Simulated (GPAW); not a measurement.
Wanted: an ASE script for a GPAW 26.7.0 run.

```yaml
Task: single point
Functional: PBE
Potentials_or_basis: GPAW PAW data sets (gpaw-data 1.2.1)
Cutoff: 800 eV
Basis: pw
k_mesh: 10 × 10 × 9
Occupations: fermi-dirac, width 0.05 eV
Spin: no spin polarisation
Maxiter: 150
```

TaN:

```
CELL_PARAMETERS angstrom
2.93800 0.00000 0.00000
-1.46900 2.54438 0.00000
0.00000 0.00000 2.88300
ATOMIC_POSITIONS crystal
Ta 0.00000 0.00000 0.50000
N 0.66667 0.33333 0.00000
```

These files were run (other wordings do the same):

run.py

```python
from ase import Atoms
from ase.dft.bandgap import bandgap
from ase.io import write
from ase.units import GPa
from gpaw import GPAW, PW

atoms = Atoms(['Ta', 'N'],
              cell=[[2.938, 0.0, 0.0],
                    [-1.469, 2.5443826363, 0.0],
                    [0.0, 0.0, 2.883]],
              scaled_positions=[[0.0, 0.0, 0.5],
                                [0.6666666667, 0.3333333333, 0.0]],
              pbc=True)

calc = GPAW(mode=PW(800),
            xc='PBE',
            kpts={'size': (10, 10, 9), 'gamma': True},
            occupations={'name': 'fermi-dirac', 'width': 0.05},
            nbands=19,
            convergence={'density': 1e-05, 'energy': 1e-05},
            maxiter=150,
            txt='gpaw.txt')
atoms.calc = calc
energy = atoms.get_potential_energy()
forces = atoms.get_forces()
stress = atoms.get_stress()
calc.write('gs.gpw')
write('result.traj', atoms)
print(f'Energy: {energy:.6f} eV')
print('Forces (eV/A):')
print(forces.round(4))
print('Stress (GPa):', (stress / GPa).round(3))
print('Fermi level:', round(calc.get_fermi_level(), 4), 'eV')
print(f'Gap: {bandgap(calc)[0]:.4f} eV, direct: {bandgap(calc, direct=True)[0]:.4f} eV')
```

Potentials or basis: GPAW PAW data sets (gpaw-data 1.2.1), pw.

Launch:

```sh
$ OMP_NUM_THREADS=1 python run.py
```

It gave:

| Quantity | Value |
| --- | --- |
| Pressure | 4.7 GPa |
| Band gap on the k mesh | none (metal or under the smearing width) |

Run time: 15 s on 1 thread of Intel(R) Xeon(R) Platinum 8488C (Sapphire Rapids) (shared host), peak memory 0.17 GiB.
